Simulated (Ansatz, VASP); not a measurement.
# Cross-check of CdS (Greenockite) between VASP and Ansatz

Aim: how closely do two programs agree when they are given the same cell, functional and k mesh?

Calculated with Ansatz 0.2.0; plane waves, with VASP 6.6.1 beside it; single point at PBE.

The database entry behind the starting cell differs from later determinations by our own check (about 0.35 % long), so it need not match the best structure at ambient conditions.

### 1. Starting point

It takes space group P6_3mc (No. 186, hexagonal). Conventional cell: a = 4.150 Å, b = 4.150 Å, c = 6.737 Å, α = 90.00°, β = 90.00°, γ = 120.00°. Nearest to Cd lie 4 S at 2.53 to 2.54 Å. S has 4 Cd at 2.53 to 2.54 Å nearest. Farther neighbours and most contacts between anions are not listed.

### 2. Ansatz: single point, PBE

Ansatz runs on its default PAW (the set named soft_2) files.

A single point gives forces, pressure and levels at one fixed geometry, so differences don't come from the geometry; what else differs is listed under the comparison.

The input, input.yaml:

```yaml
crystal:
  lattice:
    - [4.15, 0.0, 0.0]
    - [-2.075, 3.5940054257, 0.0]
    - [0.0, 0.0, 6.737]
  atoms:
    - { symbol: Cd, position: [0.6666666667, 0.3333333333, 0.5] }
    - { symbol: Cd, position: [0.3333333333, 0.6666666667, 0.0] }
    - { symbol: S, position: [0.6666666667, 0.3333333333, 0.875] }
    - { symbol: S, position: [0.3333333333, 0.6666666667, 0.375] }
hamiltonian:
  xc: pbe
  pseudopotentials: { kind: paw }
kpoints:
  mp_grid: { grid: [6, 6, 4] }
scf:
  occupations: { method: gaussian, width: 0.01 }
  n_extra_bands: 5
output:
  forces: true
  stress: true
  eigenvalues: true
```

On the command line:

```sh
> ansatz run input.yaml --threads 2 --pin off --max-ram 4608MiB --backend cpu --events-out ev --progress --plain --runs-dir out
```

Numbers of over 12 decimals in the logs are rounded to 6 here.

Log:

```text
scf.n_extra_bands = 5 over 26 filled bands (N_el = 52.0): the run solves 31 bands
Engine: ansatz 0.2.0, aarch64-unknown-linux-gnu
Pseudopotentials: kind: paw
Pseudopotential: Cd, paw, valence charge 20, recommended cutoff 420 eV (normal), Cd.paw.azcp
Pseudopotential: S, paw, valence charge 6, recommended cutoff 420 eV (normal), S.paw.azcp
Functional definition: PBE
  parameter kappa = 0.804
  parameter beta = 0.066725
  exchange = pbe_x(kappa = kappa, mu = beta*pi^2/3)
  correlation = pbe_c(beta = beta)
Crystal: 4 atoms, lattice volume = 100.483 Å³
Basis set: ecut = 420 eV, 1973 PW (Γ), exchange–correlation on 60×60×96 points (8 copies of the dense FFT grid, shifted against one another)
Bands: 31, of which v1, the nominal top of the filled ones, is band 26 counted from 1 (25 counted from 0)
Symmetry: 12 space group operations
Space group: P63mc (ITA 186), of the structure as read, at distance tolerance 4.6e-5 Å
k-points: 21 of 144 (time reversal used)
Non-local potential: Cd, projectors of the file, l = 0: 3, l = 1: 2, l = 2: 2, l = 3: 1
Non-local potential: S, projectors of the file, l = 0: 2, l = 1: 2, l = 2: 2
PAW form: soft (Blöchl's): semilocal exchange-correlation on the pseudo side does not see the compensation charge
PAW one-centre angular grid: Cd, 590 points (default); XC on 64 Gauss nodes
PAW one-centre angular grid: S, 110 points (default); XC on 64 Gauss nodes
Initial density: superposition of atomic densities (neutral atoms: chi_scale 0, normalization atom), corrected by the library's trained network
Initial wavefunctions: pseudopotential atomic-orbital guess
Functional: x = pbe(κ = 0.804, μ = 0.219515), c = pbe(β = 0.066725)
SCF iter   1: F=—  HF=-18315.634513 eV  |F-HF|=—  |Δ(HF+E_count)|=         —  Δρ=5.93e-4  dr2=4.11e-4  ethr=1.77e-3  ⟨swp⟩=6.3  Hψ=2669  notcnv=0
preconditioner: auto → Resta (q_TF=auto, 2.445 Å⁻¹)  ε∞=4.9  [insulator: Δε(μ)=1.190 eV  Ē_g=11.278 eV  σ=0.010 eV  W_gap=1.00  n_scr=22 (ndim 8)  ℏωp=22.2 eV  f_vac=0.131  D(μ)=0.00/eV (n_scr^D=0)  ε∞_Penn≈4.9]
SCF iter   2: F=—  HF=-18315.636169 eV  |F-HF|=—  |Δ(HF+E_count)|=   1.66e-3  Δρ=2.99e-4  dr2=1.08e-4  ethr=7.91e-7  ⟨swp⟩=2.9  Hψ=1498  notcnv=0  defer=21
SCF iter   3: F=—  HF=-18315.636229 eV  |F-HF|=—  |Δ(HF+E_count)|=   5.92e-5  Δρ=1.10e-4  dr2=1.01e-5  ethr=2.08e-7  ⟨swp⟩=2.0  Hψ=998  notcnv=0  defer=21
SCF iter   4: F=—  HF=-18315.636317 eV  |F-HF|=—  |Δ(HF+E_count)|=   8.89e-5  Δρ=4.15e-5  dr2=1.66e-6  ethr=1.95e-8  ⟨swp⟩=2.0  Hψ=1008  notcnv=0  defer=21
SCF iter   5: F=—  HF=-18315.636321 eV  |F-HF|=—  |Δ(HF+E_count)|=   3.41e-6  Δρ=9.42e-6  dr2=1.09e-7  ethr=3.19e-9  ⟨swp⟩=2.0  Hψ=1008  notcnv=0  defer=21
SCF iter   6: F=-18315.636321 eV  HF=-18315.636321 eV  |F-HF|=6.99e-9  |Δ(HF+E_count)|=   1.79e-7  Δρ=2.83e-6  dr2=1.12e-8  ethr=1.92e-10  ⟨swp⟩=7.1  Hψ=2789  notcnv=0
SCF 1 converged in 6 iterations: F = -18315.636321 eV  dr2 = 1.12e-8
  greatest PAW one-centre occupation: 1.000 electrons in one spin orbital (limit 2), on the Cd atom at site 1 (counted from 0), in its partial waves of l = 0
SCF converged after 6 iterations
Free energy (F): -18315.636321 eV
Harris-Foulkes:  -18315.636321 eV  (|F-HF|=6.99e-9)
Internal energy: -18315.636321 eV  (E = F + TS)
E sigma→0 (E₀):  -18315.636321 eV
Fermi energy:    7.330356 eV
--- Per-component energies (eV) ---
  E_band       = -1020.648526
  E_kinetic    = 1223.489538
  E_local      = -8071.810144  (includes V_loc(G=0)·N_el)
  E_nonlocal   = 124.357350
  E_hartree    = 3706.049151
  E_xc         = -547.682632
  E_vxc        = -618.079091  (∫ρ·V_xc dr)
  E_paw        = -9367.647389  (= ΣΔE_a)
  E_vpaw       = -1090.710219  (= ΣTr[D̂ρ^β])
  E_aug_tail   = 0.000032  (compensation charges beyond the density's cutoff)
  E_ewald      = -5382.392226
  E_smearing   = -0.000000  (= −TS)
  E_closure    = -0.000000  (closes the sum)
  Σ components = -18315.636321   (vs F -18315.636321, Δ=0.00e0)
--- Forces (eV/Å), atoms counted from 1 ---
  atom   1  Cd     0.00000000    -0.00000000    -0.06715554
  atom   2  Cd    -0.00000000     0.00000000    -0.06715554
  atom   3  S     -0.00000000    -0.00000000     0.06715587
  atom   4  S     -0.00000000     0.00000000     0.06715587
  max |Σ_I F_I| component: 6.63e-7 eV/Å
--- Stress (GPa, compression-positive) ---
        1.867653       0.000000      -0.000000
       -0.000000       1.867653       0.000000
       -0.000000       0.000000       2.490286
  P = ⅓ Tr σ = 2.0752 GPa (20.752 kbar)
--- Band table (eV; the first three rows and the last of 21) ---
  k-point 0: bands = [... 22 lower, 5.9772, 6.6896, 6.7325, 6.7325, 7.9281, 9.5230, 13.1917, 13.1917, ... 1 higher]
  k-point 1: bands = [... 22 lower, 6.0815, 6.0815, 6.6150, 6.6150, 8.8124, 9.5958, 13.0355, 13.2613, ... 1 higher]
  k-point 2: bands = [... 22 lower, 6.3416, 6.3416, 6.3416, 6.3416, 9.5733, 9.5733, 12.9041, 12.9041, ... 1 higher]
  k-point 20: bands = [... 22 lower, 4.3589, 4.3589, 5.6308, 5.6308, 11.1202, 11.1202, 12.8230, 12.8230, ... 1 higher]
```

Run time: 2.6 s. Hardware: 2 threads of Arm Neoverse V2, shared host; peak memory 0.33 GiB; 4.1 s of CPU time.

The run ends at a pressure of 2.08 GPa, with forces up to 0.067 eV/Å.

### 3. VASP: single point, PBE

The same cell, functional, mesh and smearing now go to VASP, with its own data sets and cutoff.

Lines of VASP's logs that name or quote its potential files are left out, and so is its time.

The input, INCAR:

```
SYSTEM = CdS
PREC = Accurate
ENCUT = 400
EDIFF = 1E-07
NELM = 100
ISMEAR = 0
SIGMA = 0.01
LREAL = .FALSE.
ALGO = Normal
GGA = PE
NBANDS = 24
LORBIT = 11
LWAVE = .FALSE.
LCHARG = .FALSE.
KPAR = 2
```

The input, POSCAR:

```
CdS
1.0
    4.1500000000      0.0000000000      0.0000000000
   -2.0750000000      3.5940054257      0.0000000000
    0.0000000000      0.0000000000      6.7370000000
Cd S
2 2
Direct
    0.6666666667      0.3333333333      0.5000000000
    0.3333333333      0.6666666667      0.0000000000
    0.6666666667      0.3333333333      0.8750000000
    0.3333333333      0.6666666667      0.3750000000
```

The input, KPOINTS:

```
Automatic mesh
0
Gamma
6 6 4
0 0 0
```

Potentials, in the order of the species: Cd and S (PBE family, release 64).

On the command line:

```sh
> mpirun -np 2 vasp_std
```

Log:

```text
[banner, memory and clock lines left out]
running    2 mpi-ranks, on    1 nodes
 distrk:  each k-point on    1 cores,    2 groups
 distr:  one band on    1 cores,    1 groups

 POSCAR found type information on POSCAR CdS
 POSCAR found :  2 types and       4 ions
 LDA part: xc-table for (Slater+PW92), standard interpolation
 POSCAR, INCAR and KPOINTS ok, starting setup
 FFT: planning ... GRIDC
 FFT: planning ... GRID_SOFT
 FFT: planning ... GRID
 WAVECAR not read
 entering main loop
       N       E                     dE             d eps       ncg     rms          rms(c)
DAV:   1     0.211546842727E+03    0.21155E+03   -0.15367E+04  1008   0.112E+03
DAV:   2    -0.310770064181E+01   -0.21465E+03   -0.20903E+03  1160   0.308E+02
DAV:   3    -0.132583828516E+02   -0.10151E+02   -0.10122E+02  1240   0.692E+01
DAV:   4    -0.133504548414E+02   -0.92072E-01   -0.92043E-01  1240   0.644E+00
DAV:   5    -0.133521463893E+02   -0.16915E-02   -0.16915E-02  1264   0.827E-01    0.112E+01
DAV:   6    -0.122825277721E+02    0.10696E+01   -0.22238E+00  1352   0.153E+01    0.887E+00
DAV:   7    -0.122642409516E+02    0.18287E-01   -0.80913E-01  1112   0.495E+00    0.398E+00
DAV:   8    -0.122604289002E+02    0.38121E-02   -0.10673E-01  1224   0.333E+00    0.548E-01
DAV:   9    -0.122588436240E+02    0.15853E-02   -0.18834E-02  1240   0.174E+00    0.163E-01
DAV:  10    -0.122590126815E+02   -0.16906E-03   -0.14961E-03  1208   0.407E-01    0.116E-01
DAV:  11    -0.122591192625E+02   -0.10658E-03   -0.22275E-04  1264   0.106E-01    0.103E-01
DAV:  12    -0.122591568404E+02   -0.37578E-04   -0.16282E-04  1112   0.749E-02    0.216E-02
DAV:  13    -0.122591613125E+02   -0.44721E-05   -0.16244E-05  1224   0.288E-02    0.660E-03
DAV:  14    -0.122591619297E+02   -0.61719E-06   -0.33136E-06  1120   0.177E-02    0.928E-03
DAV:  15    -0.122591616273E+02    0.30233E-06   -0.83601E-07  1256   0.468E-03    0.218E-03
DAV:  16    -0.122591616017E+02    0.25617E-07   -0.18431E-08   792   0.879E-04
   1 F= -.12259162E+02 E0= -.12259162E+02  d E =-.908914E-48
```

Parts of OUTCAR (step 3):

```text
ion  position               nearest neighbor table
   1  0.667  0.333  0.500-   3 2.53   4 2.54   4 2.54   4 2.54
   2  0.333  0.667  0.000-   4 2.53   3 2.54   3 2.54   3 2.54
   3  0.667  0.333  0.875-   1 2.53   2 2.54   2 2.54   2 2.54
   4  0.333  0.667  0.375-   2 2.53   1 2.54   1 2.54   1 2.54

  LATTYP: Found a hexagonal cell.
 ALAT       =     4.1500000000
 C/A-ratio  =     1.6233734940

 Subroutine GETGRP returns: Found 12 space group operations
 (whereof  6 operations were pure point group operations)

The static configuration has the point symmetry C_3v.
 The point group associated with its full space group is C_6v.

 Found     21 irreducible k-points:

   k-points           NKPTS =     21   k-points in BZ     NKDIM =     21   number of bands    NBANDS=     24

   dimension x,y,z NGX =    28 NGY =   28 NGZ =   48
   dimension x,y,z NGXF=    56 NGYF=   56 NGZF=   96

   ENCUT  =  400.0 eV  29.40 Ry    5.42 a.u.   6.77  6.77 10.99*2*pi/ulx,y,z

   NELECT =      36.0000    total number of electrons

 k-points in reciprocal lattice and weights: Automatic mesh
   0.00000000  0.00000000  0.00000000       0.007
   0.16666667 -0.00000000  0.00000000       0.042
   0.33333333  0.00000000  0.00000000       0.042
   0.50000000 -0.00000000  0.00000000       0.021
   0.16666667  0.16666667  0.00000000       0.042
   0.33333333  0.16666667  0.00000000       0.083
   0.33333333  0.33333333  0.00000000       0.014
   0.00000000  0.00000000  0.25000000       0.014
   0.16666667 -0.00000000  0.25000000       0.083
[...]
0.33333333  0.16666667  0.50000000       0.083
   0.33333333  0.33333333  0.50000000       0.014

 average (electrostatic) potential at core
       1 -39.3610       2 -39.3610       3 -89.2395       4 -89.2395

 E-fermi :   1.3085

 k-point     1 :       0.0000    0.0000    0.0000
  band No.  band energies     occupation
    ...
     14       0.4508      2.00000
     15       0.4508      2.00000
     16       1.1658      2.00000
     17       1.2079      2.00000
     18       1.2079      2.00000
     19       2.4038      0.00000
     20       3.9968      0.00000
     21       7.6793      0.00000
     22       7.6793      0.00000
     23       8.0158      0.00000
    ...

 k-point     2 :       0.1667   -0.0000    0.0000
  band No.  band energies     occupation
    ...
     14      -0.5008      2.00000
     15       0.0167      2.00000
     16       0.1407      2.00000
     17       0.9647      2.00000
     18       1.0265      2.00000
     19       3.5443      0.00000
     20       4.8506      0.00000
     21       6.9722      0.00000
     22       8.0302      0.00000
     23       8.0351      0.00000
    ...

 k-point     3 :       0.3333    0.0000    0.0000
  band No.  band energies     occupation
    ...
     14      -1.7168      2.00000
     15      -1.2938      2.00000
     16      -0.3967      2.00000
     17       0.3922      2.00000
     18       0.6608      2.00000
     19       4.6294      0.00000
     20       5.2059      0.00000
     21       6.5817      0.00000
     22       7.4207      0.00000
     23       8.2710      0.00000
    ...

  Total        1.1285779      1.1285779      1.5346107      0.0000000      0.0000000      0.0000000
  in kB       17.9948721     17.9948721     24.4689560      0.0000000      0.0000000      0.0000000
  external PRESSURE =      20.1529001 kB  Pullay stress =       0.0000000 kB

  energy-cutoff  :      400.00
  volume of cell :      100.48
      direct lattice vectors                 reciprocal lattice vectors
     4.150000000  0.000000000  0.000000000     0.240963855  0.139120547  0.000000000
    -2.075000000  3.594005426  0.000000000     0.000000000  0.278241094  0.000000000
     0.000000000  0.000000000  6.737000000     0.000000000  0.000000000  0.148434021

 POSITION                                       TOTAL-FORCE (eV/Angst)
 -----------------------------------------------------------------------------------
      2.07500      1.19800      3.36850        -0.000000     -0.000000     -0.068843
     -0.00000      2.39600      0.00000         0.000000     -0.000000     -0.068843
      2.07500      1.19800      5.89487        -0.000000      0.000000      0.068843
     -0.00000      2.39600      2.52637         0.000000     -0.000000      0.068843
 -----------------------------------------------------------------------------------
    total drift:                               -0.000000      0.000000     -0.000845

  FREE ENERGIE OF THE ION-ELECTRON SYSTEM (eV)
  ---------------------------------------------------
  free  energy   TOTEN  =       -12.2591616017 eV

  energy  without entropy=      -12.2591616017  energy(sigma->0) =      -12.25916160

 total charge
# of ion       s       p       d       tot
------------------------------------------
    1        0.423   0.319   9.562  10.303
    2        0.423   0.319   9.562  10.303
    3        1.323   2.399   0.000   3.722
    4        1.323   2.399   0.000   3.722
--------------------------------------------------
tot          3.492   5.436  19.123  28.051

[... 3 further parts left out ...]
```

The run ends at a pressure of 2.02 GPa, with forces up to 0.069 eV/Å.

### 4. Side by side

Known differences besides the potentials themselves: the data sets hold 52 valence electrons in Ansatz (default PAW (the set named soft_2) files) and 36 in VASP; the cutoff is 420 eV in Ansatz and 400 eV in VASP; VASP leaves aspherical gradient terms in its spheres out (LASPH is not set), Ansatz keeps them. Total energies have different zeros and are not compared.

Compared:

```
              quantity  Ansatz   VASP  difference
        pressure (GPa)    2.08   2.02       +0.06
gap on the k mesh (eV)   1.196  1.196       0.000
```

Forces (eV/Å; atoms numbered as in POSCAR):

| atom | Ansatz x, y, z | VASP x, y, z |
| --- | --- | --- |
| Cd1 | 0.000, 0.000, -0.067 | 0.000, 0.000, -0.069 |
| Cd2 | 0.000, 0.000, -0.067 | 0.000, 0.000, -0.069 |
| S3 | 0.000, 0.000, 0.067 | 0.000, 0.000, 0.069 |
| S4 | 0.000, 0.000, 0.067 | 0.000, 0.000, 0.069 |

The forces differ by 1.0 meV/Å r.m.s., which is 2.4 % of the r.m.s. force of 0.04 eV/Å (both taken over all components). A gap on the mesh is an upper bound, since the band edges may lie between its points. Ansatz's pressure holds a Pulay correction of 0.04 GPa; VASP's holds none.

### 5. Outcome

```json
{
  "r.m.s. force difference (single point, PBE)": "0.97 meV/Å"
}
```

**Reading.** The r.m.s. force difference is 0.97 meV/Å (single point, PBE), within the 12 meV/Å picked in this series as the mark of a large difference. Such differences can come from data sets, numerical settings and the points named under the comparisons, not from the functional's error against experiment.

[Lines on the potential files, build, host, timing and source positions are cut from VASP's logs without a mark.]

[Logs are printed without paths, hosts, clocks, repeated set-up lines and the standing remarks that a program may print on its own settings, such as how far it seeks lower states.]

[Hosts, paths, dates, database ids (printed as entryN), source tags and the programs' standing remarks are cut or masked in the printed files.]
